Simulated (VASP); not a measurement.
**CdSe (P6_3mc): a series in biaxial strain in the (0001) plane**

How do the elastic response and the band edges of CdSe follow biaxial strain in the (0001) plane?

Program: VASP 6.6.1. Level of theory: LDA; plane waves and PAW (Cd, Se), in the first sound run; inputs show where later runs differ. Results are calculated unless marked as measured.

### Step 1. The starting structure

Symmetry: P6_3mc, No. 186, hexagonal system. The conventional cell has a = 4.300 Å, b = 4.300 Å, c = 7.010 Å, α = 90.00°, β = 90.00°, γ = 120.00°. Nearest to Cd lie 4 Se at 2.63 to 2.64 Å. Nearest to Se lie 4 Cd at 2.63 to 2.64 Å. Farther neighbours and most contacts between anions are not listed.

### Step 2. Relax the crystal, LDA

The series starts from the cell that this level prefers, so that zero strain is near zero stress.

This step took 2 runs in a row; the last is shown.

Level: LDA; plane waves and PAW (Cd, Se).

INCAR

```
SYSTEM = CdSe
PREC = Accurate
ENCUT = 450
EDIFF = 1E-07
NELM = 120
ISMEAR = 0
SIGMA = 0.02
LREAL = .FALSE.
ALGO = Normal
GGA = CA
NBANDS = 24
LASPH = .TRUE.
LORBIT = 11
LWAVE = .FALSE.
LCHARG = .FALSE.
KPAR = 16
IBRION = 2
NSW = 40
ISIF = 3
EDIFFG = -0.005
POTIM = 0.4
```

POSCAR

```
CdSe
1.0
    4.2577089748      0.0000000000      0.0000000000
   -2.1288544874      3.6872841339      0.0000000000
    0.0000000000      0.0000000000      6.9557135363
Cd Se
2 2
Direct
    0.3333333333      0.6666666667      0.0008133064
    0.6666666667      0.3333333333      0.5008133064
    0.3333333333      0.6666666667      0.3761866936
    0.6666666667      0.3333333333      0.8761866936
```

KPOINTS

```
Automatic mesh
0
Gamma
8 8 5
0 0 0
```

Potentials, in the order of the species: Cd and Se (LDA family, release 64).

On the command line:

```console
mpirun -np 16 vasp_std
```

The log of the run:

```text
[banner, memory and clock lines left out]
running   16 mpi-ranks, on    1 nodes
[...]
|                                                                             |
|           W    W    AA    RRRRR   N    N  II  N    N   GGGG   !!!           |
|           W    W   A  A   R    R  NN   N  II  NN   N  G    G  !!!           |
|           W    W  A    A  R    R  N N  N  II  N N  N  G       !!!           |
|           W WW W  AAAAAA  RRRRR   N  N N  II  N  N N  G  GGG   !            |
|           WW  WW  A    A  R   R   N   NN  II  N   NN  G    G                |
|           W    W  A    A  R    R  N    N  II  N    N   GGGG   !!!           |
|                                                                             |
|     For optimal performance we recommend to set                             |
|       NCORE = 2 up to number-of-cores-per-socket                            |
|     NCORE specifies how many cores store one orbital (NPAR=cpu/NCORE).      |
|     This setting can greatly improve the performance of VASP for DFT.       |
[...]
DAV:  12    -0.135179096928E+02    0.24882E-05   -0.36813E-05  1768   0.704E-02    0.878E-03
DAV:  13    -0.135179089403E+02    0.75245E-06   -0.51177E-06  1624   0.277E-02    0.164E-03
DAV:  14    -0.135179089486E+02   -0.82659E-08   -0.47709E-07  1456   0.402E-03
   1 F= -.13517909E+02 E0= -.13517909E+02  d E =-.135179E+02
[...]
N       E                     dE             d eps       ncg     rms          rms(c)
DAV:   1    -0.135181945151E+02   -0.28557E-03   -0.59579E-03  1560   0.795E-01    0.123E-01
DAV:   2    -0.135179465734E+02    0.24794E-03   -0.69044E-04  1544   0.326E-01    0.422E-02
DAV:   3    -0.135179228557E+02    0.23718E-04   -0.63060E-05  1600   0.643E-02    0.371E-02
DAV:   4    -0.135179183547E+02    0.45011E-05   -0.60624E-06  1592   0.167E-02    0.542E-03
DAV:   5    -0.135179178680E+02    0.48663E-06   -0.19851E-06  1744   0.168E-02    0.231E-03
DAV:   6    -0.135179178729E+02   -0.48576E-08   -0.21335E-07   848   0.415E-03
   2 F= -.13517918E+02 E0= -.13517918E+02  d E =-.892428E-05
 trial-energy change:   -0.000009  1 .order   -0.000012   -0.000029    0.000006
 step:   0.7470(harm=  0.8359)  dis= 0.00002  next Energy=   -13.517919 (dE=-0.969E-05)
 reached required accuracy - stopping structural energy minimisation
```

It took 12 s on 16 MPI ranks of Intel Xeon 6975P-C (Granite Rapids), shared host; peak memory 3.6 GiB; 1.9 min of CPU time.

The logs omit lines about the potential files and the build; timing stands in the text.

From OUTCAR (step 2):

```text
  Total        0.0053684      0.0053684      0.0096299      0.0000000      0.0000000      0.0000000
  in kB        0.0788340      0.0788340      0.1414140      0.0000000      0.0000000      0.0000000
  external PRESSURE =       0.0996940 kB  Pullay stress =       0.0000000 kB

 POSITION                                       TOTAL-FORCE (eV/Angst)
 -----------------------------------------------------------------------------------
     -0.00000      2.45734      0.00563         0.000000     -0.000000      0.001038
      2.12812      1.22867      3.48282         0.000000      0.000000      0.001038
     -0.00000      2.45734      2.61616        -0.000000     -0.000000     -0.001038
      2.12812      1.22867      6.09334        -0.000000     -0.000000     -0.001038
 -----------------------------------------------------------------------------------
    total drift:                                0.000000      0.000000      0.002084

  FREE ENERGIE OF THE ION-ELECTRON SYSTEM (eV)
  ---------------------------------------------------
  free  energy   TOTEN  =       -13.5179178729 eV

  energy  without entropy=      -13.5179178729  energy(sigma->0) =      -13.51791787

 reached required accuracy - stopping structural energy minimisation

[... 3 further parts left out ...]
[key lines of the parts left out:]
E-fermi :   1.1651
```

Read from the output:

```
energy(sigma→0) of the program : -13.5179 eV
stress, compression positive   : xx, yy, zz 0.01, 0.01, 0.01 GPa
volume                         : 109.103 Å³
ionic steps                    : 2
```

### Step 3. Strain along the normal, LDA

One member in full: the plane is strained by 0.5 %, and the strain along the normal is moved by secant steps until the normal stress is under 0.012 GPa or five steps are spent; the atoms relax at each step.

This step took 2 runs, each at a new trial strain with the atoms of the one before; the last is shown.

Level: LDA; plane waves and PAW (Cd, Se).

Edit INCAR of step 2 so:

```diff
@@ -15,7 +15,7 @@
 LCHARG = .FALSE.
-KPAR = 16
-IBRION = 2
-NSW = 40
-ISIF = 3
-EDIFFG = -0.005
-POTIM = 0.4
+KPAR = 4
+IBRION = 1
+NSW = 25
+ISIF = 2
+EDIFFG = -0.004
+POTIM = 0.3
```

POSCAR

```
CdSe
1.0
    4.2775111790      0.0000000000      0.0000000000
   -2.1387555890      3.7044333460      0.0000000000
    0.0000000000      0.0000000000      6.9229277130
Cd Se
2 2
Direct
    0.3333333333      0.6666666667      0.9999897685
    0.6666666667      0.3333333333      0.4999897685
    0.3333333333      0.6666666667      0.3770102315
    0.6666666667      0.3333333333      0.8770102315
```

KPOINTS is that of step 2.

On the command line:

```console
mpirun -np 4 vasp_std
```

The log of the run:

```text
[banner, memory and clock lines left out]
running    4 mpi-ranks, on    1 nodes
[...]
LDA part: xc-table for (Slater(with rela. corr.)+CA(PZ))
 , standard interpolation
 POSCAR, INCAR and KPOINTS ok, starting setup
[...]
entering main loop
       N       E                     dE             d eps       ncg     rms          rms(c)
DAV:   1     0.225323220517E+03    0.22532E+03   -0.16069E+04  1440   0.121E+03
DAV:   2    -0.322718744167E+01   -0.22855E+03   -0.22278E+03  1688   0.317E+02
DAV:   3    -0.141821386913E+02   -0.10955E+02   -0.10925E+02  1728   0.714E+01
DAV:   4    -0.142606021679E+02   -0.78463E-01   -0.78450E-01  1656   0.585E+00
[...]
DAV:  12    -0.135168109408E+02    0.33482E-05   -0.43222E-05  1752   0.755E-02    0.881E-03
DAV:  13    -0.135168101936E+02    0.74718E-06   -0.55326E-06  1648   0.282E-02    0.244E-03
DAV:  14    -0.135168101712E+02    0.22472E-07   -0.58082E-07  1424   0.443E-03
   1 F= -.13516810E+02 E0= -.13516810E+02  d E =-.135168E+02
 BRION: g(F)=  0.347E-04 g(S)=  0.000E+00
[...]
N       E                     dE             d eps       ncg     rms          rms(c)
DAV:   1    -0.135168347490E+02   -0.24555E-04   -0.55545E-03  1448   0.440E-01    0.149E-02
DAV:   2    -0.135168397020E+02   -0.49531E-05   -0.56845E-05  1752   0.459E-02    0.532E-03
DAV:   3    -0.135168396320E+02    0.70022E-07   -0.37769E-07  1584   0.426E-03
   2 F= -.13516840E+02 E0= -.13516840E+02  d E =-.294608E-04
 BRION: g(F)=  0.171E-04 g(S)=  0.000E+00 retain N=  1 mean eig= 3.34
 eig:   3.342
[...]
N       E                     dE             d eps       ncg     rms          rms(c)
DAV:   1    -0.135168420455E+02   -0.23434E-05   -0.30460E-02  1448   0.103E+00    0.349E-02
DAV:   2    -0.135168689020E+02   -0.26857E-04   -0.30936E-04  1744   0.107E-01    0.125E-02
DAV:   3    -0.135168685351E+02    0.36687E-06   -0.20599E-06  1624   0.996E-03    0.835E-03
DAV:   4    -0.135168683539E+02    0.18119E-06   -0.86655E-07  1704   0.503E-03    0.927E-04
DAV:   5    -0.135168683572E+02   -0.32687E-08   -0.79157E-08   944   0.163E-03
   3 F= -.13516868E+02 E0= -.13516868E+02  d E =-.287252E-04
 BRION: g(F)=  0.746E-08 g(S)=  0.000E+00 retain N=  1 mean eig= 3.41
 eig:   3.413
 reached required accuracy - stopping structural energy minimisation
```

Wall time 30 s (4 MPI ranks); peak memory 0.77 GiB; 78 s of CPU time.

OUTCAR, selected parts (step 3):

```text
  Total       -0.3057595     -0.3057595      0.0014904     -0.0000000      0.0000000      0.0000000
  in kB       -4.4656822     -4.4656822      0.0217681     -0.0000000      0.0000000      0.0000000
  external PRESSURE =      -2.9698654 kB  Pullay stress =       0.0000000 kB

 POSITION                                       TOTAL-FORCE (eV/Angst)
 -----------------------------------------------------------------------------------
      0.00000      2.46962      6.92118        -0.000000      0.000000     -0.000254
      2.13876      1.23481      3.45972        -0.000000      0.000000     -0.000254
      0.00000      2.46962      2.61169         0.000000     -0.000000      0.000254
      2.13876      1.23481      6.07315        -0.000000      0.000000      0.000254
 -----------------------------------------------------------------------------------
    total drift:                                0.000000      0.000000      0.000040

  FREE ENERGIE OF THE ION-ELECTRON SYSTEM (eV)
  ---------------------------------------------------
  free  energy   TOTEN  =       -13.5168683572 eV

  energy  without entropy=      -13.5168683572  energy(sigma->0) =      -13.51686836

[... 2 parts as in an earlier step ...]

[... 2 further parts left out ...]
[key lines of the parts left out:]
E-fermi :   1.1460
```

Read from the output:

* energy(sigma→0) of the program: -13.5169 eV
* stress, compression positive: xx, yy, zz -0.45, -0.45, 0.00 GPa
* ionic steps: 3

### Step 4. Band edges, TB-mBJ with spin-orbit coupling

Short lines in KPOINTS_OPT sample the zone centre along and across the normal of the plane, for masses, and the other valleys.

Level: TB-mBJ, spin-orbit coupling; plane waves and PAW (Cd, Se).

TB-mBJ has no energy functional, so the total energy, stress and pressure in this output mean nothing.

INCAR

```
SYSTEM = CdSe
PREC = Accurate
ENCUT = 450
EDIFF = 1E-06
NELM = 150
ISMEAR = 0
SIGMA = 0.02
LREAL = .FALSE.
ALGO = Normal
METAGGA = MBJ
LASPH = .TRUE.
LNONCOLLINEAR = .TRUE.
MAGMOM = 0 0 0 0 0 0 0 0 0 0 0 0
NBANDS = 46
GGA_COMPAT = .FALSE.
LSORBIT = .TRUE.
LWAVE = .FALSE.
LCHARG = .FALSE.
KPAR = 4
```

POSCAR

```
CdSe
1.0
    4.2775111790      0.0000000000      0.0000000000
   -2.1387555890      3.7044333460      0.0000000000
    0.0000000000      0.0000000000      6.9229277130
Cd Se
2 2
Direct
    0.3333333333      0.6666666667      0.9997477948
    0.6666666667      0.3333333333      0.4997477948
    0.3333333333      0.6666666667      0.3772522052
    0.6666666667      0.3333333333      0.8772522052
```

KPOINTS

```
Automatic mesh
0
Gamma
7 7 4
0 0 0
```

KPOINTS_OPT

```
Line mode
6
Line-mode
Reciprocal
  0.00000000   0.00000000   0.00000000
  0.00000000   0.00000000   0.05509091

  0.00000000   0.00000000   0.00000000
 -0.03403935   0.01701968   0.00000000

  0.50000000   0.00000000   0.00000000
  0.50000000   0.00000000   0.50000000

  0.33333333   0.33333333   0.00000000
  0.33333333   0.33333333   0.50000000
```

On the command line:

```console
mpirun -np 4 vasp_ncl
```

The log of the run:

```text
[banner, memory and clock lines left out]
running    4 mpi-ranks, on    1 nodes
[...]
|                                                                             |
|               ----> ADVICE to this user running VASP <----                  |
|                                                                             |
|     You enforced a specific xc type in the INCAR file but a different       |
|     [... a line on the potential file left out ...]
|     I HOPE YOU KNOW WHAT YOU ARE DOING!                                     |
|                                                                             |

 LDA part: xc-table for (None), standard interpolation
 POSCAR, INCAR and KPOINTS ok, starting setup
[...]
entering main loop
       N       E                     dE             d eps       ncg     rms          rms(c)
DAV:   1     0.603194978886E+02    0.60319E+02   -0.15932E+04  2952   0.127E+03
DAV:   2    -0.178016960607E+03   -0.23834E+03   -0.23199E+03  3252   0.340E+02
DAV:   3    -0.192206831791E+03   -0.14190E+02   -0.14115E+02  3528   0.818E+01
DAV:   4    -0.192355673799E+03   -0.14884E+00   -0.14868E+00  3310   0.784E+00
[...]
DAV:  49    -0.188322407060E+03    0.50662E-05    0.76429E-13  1544   0.122E-05    0.816E-06
DAV:  50    -0.188322405549E+03    0.15114E-05    0.13884E-12  1526   0.965E-06    0.788E-06
DAV:  51    -0.188322405114E+03    0.43427E-06   -0.24307E-12  1544   0.339E-06
   1 F= -.18832241E+03 E0= -.18832241E+03  d E =-.831282E-14  mag=    -0.0000     0.0000     0.0000
 Start KPOINTS_OPT (optional k-point list driver)
k-point batch [1-24\24]
       N       E                     dE             ncg
DAV:   1     0.222670473487E+04   -0.99502E+04     2216
DAV:   2    -0.351790440739E+04   -0.57446E+04     2516
DAV:   3    -0.383470293034E+04   -0.31680E+03     2584
DAV:   4    -0.383803225479E+04   -0.33293E+01     2480
DAV:   5    -0.383807642937E+04   -0.44175E-01     2458
DAV:   6    -0.383807756124E+04   -0.11319E-02     2492
DAV:   7    -0.383807760160E+04   -0.40360E-04     2066
DAV:   8    -0.383807760331E+04   -0.17050E-05     1894
DAV:   9    -0.383807760341E+04   -0.10350E-06     1536
```

Run time: 10 min. Hardware: 4 MPI ranks; peak memory 2.5 GiB.

From OUTCAR (step 4):

```text
  LATTYP: Found a hexagonal cell.
 ALAT       =     4.2775111790
 C/A-ratio  =     1.6184476027

 Subroutine GETGRP returns: Found 12 space group operations
 (whereof  6 operations were pure point group operations)

The static configuration has the point symmetry C_3v.
 The point group associated with its full space group is C_6v.

 Found     32 irreducible k-points:

   k-points           NKPTS =     32   k-points in BZ     NKDIM =     32   number of bands    NBANDS=     46

   dimension x,y,z NGX =    30 NGY =   30 NGZ =   48
   dimension x,y,z NGXF=    60 NGYF=   60 NGZF=   96

   ENCUT  =  450.0 eV  33.07 Ry    5.75 a.u.   7.40  7.40 11.97*2*pi/ulx,y,z

   NELECT =      36.0000    total number of electrons

 E-fermi :   1.7336

 k-point     1 :       0.0000    0.0000    0.0000
  band No.  band energies     occupation
    ...
     32       1.2974      1.00000
     33       1.6346      1.00000
     34       1.6346      1.00000
     35       1.6381      1.00000
     36       1.6381      1.00000
     37       3.6245      0.00000
     38       3.6245      0.00000
     39       4.8510      0.00000
     40       4.8510      0.00000
     41       8.0628      0.00000
    ...

 k-point     2 :       0.1429   -0.0000    0.0000
  band No.  band energies     occupation
    ...
     32       0.6758      1.00000
     33       1.2954      1.00000
     34       1.3005      1.00000
     35       1.4814      1.00000
     36       1.5039      1.00000
     37       4.4484      0.00000
     38       4.4533      0.00000
     39       5.5146      0.00000
     40       5.5398      0.00000
     41       7.7545      0.00000
    ...

  Total      -62.8171819    -62.8171819    -62.6401357     -0.0000000     -0.0000000     -0.0000000
  in kB     -917.4582217   -917.4582217   -914.8724235     -0.0000001     -0.0000000     -0.0000000
  external PRESSURE =    -916.5962889 kB  Pullay stress =       0.0000000 kB

 POSITION                                       TOTAL-FORCE (eV/Angst)
 -----------------------------------------------------------------------------------
      0.00000      2.46962      6.92118        -0.000000     -0.000000      0.018247
      2.13876      1.23481      3.45972         0.000000      0.000000      0.018247
      0.00000      2.46962      2.61169        -0.000000     -0.000000     -0.018247
      2.13876      1.23481      6.07315        -0.000000      0.000000     -0.018247
 -----------------------------------------------------------------------------------
    total drift:                               -0.000000      0.000000      0.138342

  FREE ENERGIE OF THE ION-ELECTRON SYSTEM (eV)
  ---------------------------------------------------
  free  energy   TOTEN  =      -188.3224051143 eV

  energy  without entropy=     -188.3224051143  energy(sigma->0) =     -188.32240511

 Spin-Orbit-Coupling matrix elements
 Ion:    1  E_soc:     -0.0543633
 Ion:    2  E_soc:     -0.0543633
 Ion:    3  E_soc:     -0.0359072
 Ion:    4  E_soc:     -0.0359072

[... 1 part as in an earlier step ...]

[... 7 further parts left out ...]
```

### Step 5. Band edges, r2SCAN

Short lines in KPOINTS_OPT sample the zone centre along and across the normal of the plane, for masses, and the other valleys.

Level: r2SCAN; plane waves and PAW (Cd, Se).

INCAR

```
SYSTEM = CdSe
PREC = Accurate
ENCUT = 450
EDIFF = 1E-06
NELM = 100
ISMEAR = 0
SIGMA = 0.02
LREAL = .FALSE.
ALGO = Normal
METAGGA = R2SCAN
LASPH = .TRUE.
NBANDS = 23
LWAVE = .FALSE.
LCHARG = .FALSE.
KPAR = 4
```

POSCAR is that of step 4.

KPOINTS is that of step 4.

KPOINTS_OPT is that of step 4.

On the command line:

```console
mpirun -np 4 vasp_std
```

The log of the run:

```text
[banner, memory and clock lines left out]
running    4 mpi-ranks, on    1 nodes
[...]
[... a notice as in an earlier step ...]

 LDA part: xc-table for (None), standard interpolation
 POSCAR, INCAR and KPOINTS ok, starting setup
[...]
entering main loop
       N       E                     dE             d eps       ncg     rms          rms(c)
DAV:   1    -0.802585322454E+03   -0.80259E+03   -0.16495E+04  1104   0.130E+03
DAV:   2    -0.103932073581E+04   -0.23674E+03   -0.23128E+03  1251   0.334E+02
DAV:   3    -0.105118575513E+04   -0.11865E+02   -0.11831E+02  1328   0.774E+01
DAV:   4    -0.105127331112E+04   -0.87556E-01   -0.87537E-01  1230   0.650E+00
[...]
DAV:  13    -0.104167756085E+04    0.86271E-05   -0.58916E-05  1279   0.906E-02    0.651E-03
DAV:  14    -0.104167756242E+04   -0.15619E-05   -0.38266E-06  1073   0.156E-02    0.243E-03
DAV:  15    -0.104167756247E+04   -0.53871E-07   -0.14454E-07   650   0.287E-03
   1 F= -.10416776E+04 E0= -.10416776E+04  d E =-.104683E-20
 Start KPOINTS_OPT (optional k-point list driver)
k-point batch [1-24\24]
       N       E                     dE             ncg
DAV:   1     0.123194129012E+04   -0.11862E+05     1104
DAV:   2    -0.440933027514E+04   -0.56413E+04     1279
DAV:   3    -0.467994793497E+04   -0.27062E+03     1307
DAV:   4    -0.468183507725E+04   -0.18871E+01     1223
DAV:   5    -0.468185409428E+04   -0.19017E-01     1356
DAV:   6    -0.468185444943E+04   -0.35515E-03     1265
DAV:   7    -0.468185445878E+04   -0.93540E-05     1288
DAV:   8    -0.468185445908E+04   -0.29353E-06      874
```

The job ended after 71 s (4 MPI ranks; peak memory 0.98 GiB; 3.3 min of CPU time).

From OUTCAR (step 5):

```text
  Total        1.9702494      1.9702494      2.2396749      0.0000000      0.0000000      0.0000000
  in kB       28.7759085     28.7759085     32.7109250      0.0000000      0.0000000      0.0000000
  external PRESSURE =      30.0875806 kB  Pullay stress =       0.0000000 kB

 POSITION                                       TOTAL-FORCE (eV/Angst)
 -----------------------------------------------------------------------------------
      0.00000      2.46962      6.92118         0.000000     -0.000000     -0.004808
      2.13876      1.23481      3.45972        -0.000000      0.000000     -0.004808
      0.00000      2.46962      2.61169        -0.000000      0.000000      0.004808
      2.13876      1.23481      6.07315         0.000000     -0.000000      0.004808
 -----------------------------------------------------------------------------------
    total drift:                                0.000000      0.000001     -0.001829

  FREE ENERGIE OF THE ION-ELECTRON SYSTEM (eV)
  ---------------------------------------------------
  free  energy   TOTEN  =     -1041.6775624704 eV

  energy  without entropy=    -1041.6775624704  energy(sigma->0) =    -1041.67756247

[... 1 part as in an earlier step ...]

[... 2 further parts left out ...]
[key lines of the parts left out:]
E-fermi :   1.1343
```

This run gave:

```
energy(sigma→0) of the program : -1041.6776 eV
stress, compression positive   : xx, yy, zz 2.88, 2.88, 3.27 GPa
```

The run ends at a pressure of 3.01 GPa, with forces up to 0.0048 eV/Å.

(Part 1 of 2 ends here.)

[Lines on the potential files, build, host, timing and source positions are cut from VASP's logs without a mark.]

[Logs are printed without paths, hosts, clocks, repeated set-up lines and the standing remarks that a program may print on its own settings, such as how far it seeks lower states.]

[Hosts, paths, dates, database ids (printed as entryN), source tags and the programs' standing remarks are cut or masked in the printed files.]

[In band tables of VASP the shares of atoms and orbitals are scaled to a sum of 1 inside the atoms' spheres.]
